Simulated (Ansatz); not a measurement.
**SnO2: how the axes shrink under pressure**

SnO2, P4_2/mnm, a = 4.827 Å, c = 3.238 Å. Ansatz: PBE, PAW, 420 eV, Γ-centred 6×6×8 mesh on 6 atoms, Gaussian smearing 0.02 eV; no spin polarisation. Cell and atoms are relaxed at each pressure, and no other structure is tried, so the rows at high pressure may lie past a change of phase. y = 100 ln(c/c0) with c0 = 3.2382 Å, so nearly a change in per cent. The pressures are the targets, met within 0.05 GPa.

```tsv
P (GPa)	y	100 ln(a/a0)
-1.0	?	?
0.0	0.00	0.00
1.0	-0.12	-0.23
4.0	-0.38	-0.92
12.0	-1.08	-2.50
25.0	-2.03	-4.54
50.0	-3.44	-7.55
90.0	-4.85	-11.20
```

Question: Fit y = c1 P + c2 P² to the other rows, give the linear compressibility along c, and predict the missing y.

Answer: Least squares on the rows shown. y = −0.09015 P + 0.0004046 P². The linear compressibility along c is −c1/100 = 0.90 per TPa, against 1.97 along a from the same fit to the last column (its missing entry is 0.25): the crystal is softer along a at low pressure. The runs next to zero pressure give 1.14 and 2.38, so a parabola over the whole range misstates the start. With a term in P³ added, the coefficient of P becomes -0.09721, 8 % more, which shows how far this figure hangs on the form. At P = -1.0 the fit asked for gives 0.09. The run gave 0.11, so the fit is 0.02 too low, within the rms miss on the fitted rows (0.04): the form describes this series only roughly.

The mesh isn't the same in all rows (6×6×8, 6×6×10).